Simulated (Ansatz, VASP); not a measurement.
# One calculation of Na, two programs

```
Na
1.0
     3.68877    0.00000    0.00000
    -1.84439    3.19457    0.00000
     0.00000    0.00000    6.26919
Na
2
Direct
  0.35308 0.68112 0.25737
  0.66667 0.33333 0.75000
```

Alike in both runs: task electric field gradients; functional PBE; k mesh 10 × 10 × 6; occupations fermi-dirac, width 0.05 eV; no spin polarisation.

|  | VASP | Ansatz |
| --- | --- | --- |
| version | VASP 6.6.1 | Ansatz 0.2.0 |
| potentials or method | VASP PAW PBE potentials, release 64 (Na_pv) | PAW with Ansatz's default frozen-core files, scalar-relativistic |
| plane-wave cutoff (eV) | 520 | 420 |
| valence electrons in the cell | 14 | 18 |

|  | VASP | Ansatz | Ansatz less VASP |
| --- | --- | --- | --- |
| pressure (GPa) | 0.0 | 0.0 | +0.05 |
| largest component of the traceless stress (GPa) | 0.40 | 0.39 | -0.002 |
| rms of the force components (eV/Å) | 0.018 | 0.018 | +0.0001 |
| Vzz of the field gradient on the site that differs most (V/Å²) | -0.2 | -0.2 | -0.02 |

Atom by atom the forces differ by 0.000 eV/Å (rms over components). The two sets of potentials don't hold the same shells in valence.
